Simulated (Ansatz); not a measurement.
**RuS₂: from a first guess to the relaxed CdI2 type**

First guess:

```xyz
3
Lattice="3.2693 0.0000 0.0000 -1.6346 2.8313 0.0000 0.0000 0.0000 5.2309" Properties=species:S:1:pos:R:3 pbc="T T T"
Ru    0.0000    0.0000    0.0000
S     0.0000    1.8875    1.3077
S     1.6346    0.9438    3.9231
```

These are results of DFT, PBE, PAW with Ansatz's default frozen-core files, scalar-relativistic (Ansatz 0.2.0), not measurements.

Cell and atoms relax within the symmetry of the start on a 12×12×7 k mesh with 0.05 eV Fermi–Dirac smearing.

The start is built from a prototype, known or not as a phase of this compound; the cutoff is 420 eV.

Q: What is the pressure of the first guess?

A: 17.25 GPa.

Q: What does it relax to?

A: a = 3.443 Å, b = 3.443 Å, c = 5.113 Å, α = 90.00°, β = 90.00°, γ = 120.00° (conventional cell), 17.50 Å³ per atom:
```cif
data_structure
_symmetry_space_group_name_H-M 'P-3m1'
_symmetry_Int_Tables_number 164
_cell_length_a 3.4428
_cell_length_b 3.4428
_cell_length_c 5.1134
_cell_angle_alpha 90.000
_cell_angle_beta 90.000
_cell_angle_gamma 120.000
_cell_volume 52.49
loop_
_atom_site_label
_atom_site_type_symbol
_atom_site_symmetry_multiplicity
_atom_site_Wyckoff_symbol
_atom_site_fract_x
_atom_site_fract_y
_atom_site_fract_z
_atom_site_occupancy
Ru1 Ru 1 a 0.00000 0.00000 0.00000 1
S1 S 2 d 0.33333 0.66667 0.25361 1
```

Q: How much energy does the relaxation release?

A: 98 meV/atom.
